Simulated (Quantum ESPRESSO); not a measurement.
A run of Quantum ESPRESSO 7.5:

The input pw.in:

```
&CONTROL
  calculation = 'scf'
  prefix = 'pwscf'
  outdir = './tmp'
  pseudo_dir = './pseudo'
  tprnfor = .true.
  tstress = .true.
  disk_io = 'low'
/
&SYSTEM
  ibrav = 0
  nat = 3
  ntyp = 2
  ecutwfc = 50
  ecutrho = 300
  nbnd = 22
  occupations = 'smearing'
  smearing = 'fd'
  degauss = 0.00367493
  nspin = 2
  starting_magnetization(1) = 0.0833
  starting_magnetization(2) = 0
/
&ELECTRONS
  conv_thr = 6d-10
  electron_maxstep = 120
  mixing_beta = 0.3
/
ATOMIC_SPECIES
Ce   140.1160 Ce.LDA_PW-JTH.UPF
O     15.9990 O.LDA_PW-JTH.UPF
CELL_PARAMETERS angstrom
   0.0000000000    2.7036500000    2.7036500000
   2.7036500000    0.0000000000    2.7036500000
   2.7036500000    2.7036500000    0.0000000000
ATOMIC_POSITIONS crystal
Ce     0.0000000000    0.0000000000    0.0000000000
O      0.7500000000    0.7500000000    0.7500000000
O      0.2500000000    0.2500000000    0.2500000000
K_POINTS automatic
6 6 6 1 1 1
```

relax.in

```
&CONTROL
  calculation = 'vc-relax'
  prefix = 'pwscf'
  outdir = './tmp'
  pseudo_dir = './pseudo'
  tprnfor = .true.
  tstress = .true.
  disk_io = 'low'
  nstep = 40
  forc_conv_thr = 0.0001
  etot_conv_thr = 1d-06
/
&SYSTEM
  ibrav = 0
  nat = 3
  ntyp = 2
  ecutwfc = 50
  ecutrho = 300
  nbnd = 22
  occupations = 'smearing'
  smearing = 'fd'
  degauss = 0.00367493
  nspin = 2
  starting_magnetization(1) = 0.0833
  starting_magnetization(2) = 0
/
&ELECTRONS
  conv_thr = 6d-10
  electron_maxstep = 120
  mixing_beta = 0.3
/
&IONS
  ion_dynamics = 'bfgs'
/
&CELL
  cell_dynamics = 'bfgs'
  press = 0
  press_conv_thr = 0.2
/
ATOMIC_SPECIES
Ce   140.1160 Ce.LDA_PW-JTH.UPF
O     15.9990 O.LDA_PW-JTH.UPF
CELL_PARAMETERS angstrom
   0.0000000000    2.7036500000    2.7036500000
   2.7036500000    0.0000000000    2.7036500000
   2.7036500000    2.7036500000    0.0000000000
ATOMIC_POSITIONS crystal
Ce     0.0000000000    0.0000000000    0.0000000000
O      0.7500000000    0.7500000000    0.7500000000
O      0.2500000000    0.2500000000    0.2500000000
K_POINTS automatic
6 6 6 1 1 1
```

The input scf2.in:

```
&CONTROL
  calculation = 'scf'
  prefix = 'pwscf'
  outdir = './tmp'
  pseudo_dir = './pseudo'
  tprnfor = .true.
  tstress = .true.
  disk_io = 'low'
/
&SYSTEM
  ibrav = 0
  nat = 3
  ntyp = 2
  ecutwfc = 50
  ecutrho = 300
  nbnd = 22
  occupations = 'fixed'
  nspin = 2
  starting_magnetization(1) = 0.0833
  starting_magnetization(2) = 0
  tot_magnetization = 0
/
&ELECTRONS
  conv_thr = 1d-13
  electron_maxstep = 120
  mixing_beta = 0.3
  startingpot = 'file'
  startingwfc = 'file'
/
ATOMIC_SPECIES
Ce   140.1160 Ce.LDA_PW-JTH.UPF
O     15.9990 O.LDA_PW-JTH.UPF
CELL_PARAMETERS angstrom
   0.0000000000    2.6934774644    2.6934774644
   2.6934774644    0.0000000000    2.6934774644
   2.6934774644    2.6934774644    0.0000000000
ATOMIC_POSITIONS crystal
Ce     0.0000000000    0.0000000000    0.0000000000
O      0.7500000000    0.7500000000    0.7500000000
O      0.2500000000    0.2500000000    0.2500000000
K_POINTS automatic
6 6 6 1 1 1
```

Contents of ph.in:

```
phonons of CeO2
&INPUTPH
  prefix = 'pwscf'
  outdir = './tmp'
  tr2_ph = 1d-16
  fildyn = 'dyn'
  niter_ph = 60
  alpha_mix(1) = 0.7
  epsil = .true.
/
0.0000000000 0.0000000000 0.0000000000
```

Contents of dynmat.in:

```
&INPUT
  fildyn = 'dyn'
  asr = 'crystal'
  lperm = .true.
  filout = 'dynmat.disp'
  fileig = 'dynmat.eig'
/
```

dynmat_lo.in

```
&INPUT
  fildyn = 'dyn'
  asr = 'crystal'
  filout = 'dynmat_lo.disp'
  fileig = 'dynmat_lo.eig'
  q(1) = 0
  q(2) = 0
  q(3) = 1
/
```

Potentials or basis: JTH 2.0 LDA.

The run is started by

```bash
$ OMP_NUM_THREADS=1 pw.x -in pw.in > pw.out
$ OMP_NUM_THREADS=1 pw.x -in relax.in > relax.out
$ OMP_NUM_THREADS=1 pw.x -in scf2.in > scf2.out
$ OMP_NUM_THREADS=1 ph.x -in ph.in > ph.out
$ OMP_NUM_THREADS=1 dynmat.x -in dynmat.in > dynmat.out
$ OMP_NUM_THREADS=1 dynmat.x -in dynmat_lo.in > dynmat_lo.out
```

Hardware: 1 thread of Arm Neoverse V2, with other jobs on the host.

**Question.** How long does it take, and how much memory?

**Answer.** Wall time 25 min on 1 thread of Arm Neoverse V2, on a shared host, peak memory 0.3 GiB. Counts: scf iterations 123, k pools 1, bands 22, ion steps 4, k points 28, g dense 23409.
